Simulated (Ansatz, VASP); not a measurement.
Given: the input of a run of VASP 6.6.1 on TePb.

File INCAR:

```
ALGO = Normal ; EDIFF = 1E-6
ENCUT = 520 ; GGA = PS
ISIF = 2 ; ISMEAR = -1
IVDW = 12 ; LASPH = T
LCHARG = F ; LREAL = F
LWAVE = F ; NBANDS = 17
NELM = 60 ; PREC = Accurate
SIGMA = 0.05
```

File KPOINTS:

```
k-points
0
Gamma
  7 7 7
```

POSCAR

```
TePb
1.0
    0.0000000000      3.2310000000      3.2310000000
    3.2310000000      0.0000000000      3.2310000000
    3.2310000000      3.2310000000      0.0000000000
Pb Te
1 1
Direct
    0.0000000000      0.0000000000      0.0000000000
    0.5000000000      0.5000000000      0.5000000000
```

Potentials or basis: VASP PAW PBE potentials, release 64 (Pb_d, Te).

Launch:

```console
$ cat potpaw_PBE.64/Pb_d/POTCAR potpaw_PBE.64/Te/POTCAR > POTCAR
$ mpirun -np 1 vasp_std > vasp.out
```

Translate it to Ansatz 0.2.0. Potentials there: Ansatz PAW.

As run (the cutoff follows the program's own potentials):

File input.yaml:

```yaml
crystal:
  lattice:
    - [0.0, 3.231, 3.231]
    - [3.231, 0.0, 3.231]
    - [3.231, 3.231, 0.0]
  atoms:
    - { symbol: Pb, position: [0.0, 0.0, 0.0] }
    - { symbol: Te, position: [0.5, 0.5, 0.5] }
hamiltonian:
  xc: pbesol
  pseudopotentials: { kind: paw }
  dispersion: d3bj
kpoints:
  mp_grid: { grid: [7, 7, 7] }
scf:
  occupations: { method: fermi_dirac, width: 0.05 }
output:
  forces: true
  stress: true
  eigenvalues: true
```

Potentials or basis: Ansatz PAW.

Launch:

```console
$ ansatz run input.yaml --threads 2 --pin off --max-ram 5120MiB --backend cpu --events-out ev --progress --plain --runs-dir out
```

Both were run:

|  | VASP | Ansatz | Ansatz less VASP |
| --- | --- | --- | --- |
| gap on the k mesh at the Fermi level (eV) | 0.96 | 0.95 | -0.002 |
| least direct gap on the mesh (eV) | 0.96 | 0.95 | -0.002 |
| pressure (GPa) | -2.4 | -2.3 | +0.03 |
| dispersion energy (meV/atom) | -403.6 | -403.7 | -0.13 |

The two sets of potentials don't hold the same shells in valence.

Caveats: the PAW data sets were made with another functional, which shifts forces and pressure a little (VASP); the PAW data sets come from PBE, with cores solved anew for the run's functional, which leaves a small shift of forces and pressure (Ansatz). Spin-orbit coupling is left out, which matters for the levels of Pb, Te.
